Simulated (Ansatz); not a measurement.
# Levels of theory for S (C2/c)

All numbers come from the plane-wave code Ansatz. Spin-unpolarised throughout; all numbers are computed.

The cell is S (C2/c) from a database structure; cell and atoms were relaxed with r2SCAN+rVV10. The symmetry is C2/c (No. 15, monoclinic); a = 12.657 Å, b = 10.223 Å, c = 8.220 Å, β = 107.7° in the conventional setting, 25.34 Å³ an atom. Around S lie 2 S at 2.05–2.08 Å; around S lie 2 S at 2.05 Å; around S lie 2 S at 2.05–2.09 Å; around S lie 2 S at 2.04–2.09 Å; around S lie 2 S at 2.03–2.08 Å.

```cif
data_structure
_symmetry_space_group_name_H-M 'C2/c'
_symmetry_Int_Tables_number 15
_cell_length_a 12.6571
_cell_length_b 10.2231
_cell_length_c 8.2199
_cell_angle_alpha 90.000
_cell_angle_beta 107.663
_cell_angle_gamma 90.000
_cell_volume 1013.47
loop_
_atom_site_label
_atom_site_type_symbol
_atom_site_symmetry_multiplicity
_atom_site_Wyckoff_symbol
_atom_site_fract_x
_atom_site_fract_y
_atom_site_fract_z
_atom_site_occupancy
S1 S 8 f 0.32809 0.58294 0.13008 1
S2 S 8 f 0.29119 0.30194 0.81035 1
S3 S 8 f 0.07569 0.68892 0.56187 1
S4 S 8 f 0.07571 0.53642 0.73072 1
S5 S 8 f 0.57497 0.56672 0.72886 1
```

Gaps on the r2SCAN+rVV10 cell, each the least over its mesh and the special points:
```
 level  k mesh  gap (eV)      kind                                        edges  least direct gap (eV)
r2SCAN   4×4×4      2.17  indirect  (0.260, -0.271, 0) → (0.292, 0.292, -0.177)                   2.39
 HSE06   2×2×2      2.95  indirect  (0.260, -0.271, 0) → (0.292, 0.292, -0.177)                   3.18
  PBE0   2×2×2      3.67  indirect  (0.260, -0.271, 0) → (0.292, 0.292, -0.177)                   3.90
```
Wave cutoffs: 420 eV, 500 eV (r2SCAN).
Points off the special ones are mesh points or PBE's searched band edges, reused at the other levels. PBE's own run along the path (1.91 eV) came before the search for the edges and missed one, so it isn't listed.

HSE06 gives an indirect gap of 2.95 eV, from k = (0.260, -0.271, 0) to k = (0.292, 0.292, -0.177); the least direct gap is 3.18 eV at Γ–M₂ (0.50 of the way from Γ).

Among these functionals the gap stays indirect.

r2SCAN (ground state on 4×4×4): ε∞: a tensor with principal values 3.72, 4.87, 5.27. Born charges, averaged over directions: S -0.16 to +0.13 e. The program notes that the ground state's band table doesn't vouch for all the bands that the response reads.

Coordinates of k points refer to the reciprocal vectors of the primitive cell of the runs.

The meshes of the hybrids are coarse, so their gaps aren't converged to the digits shown.
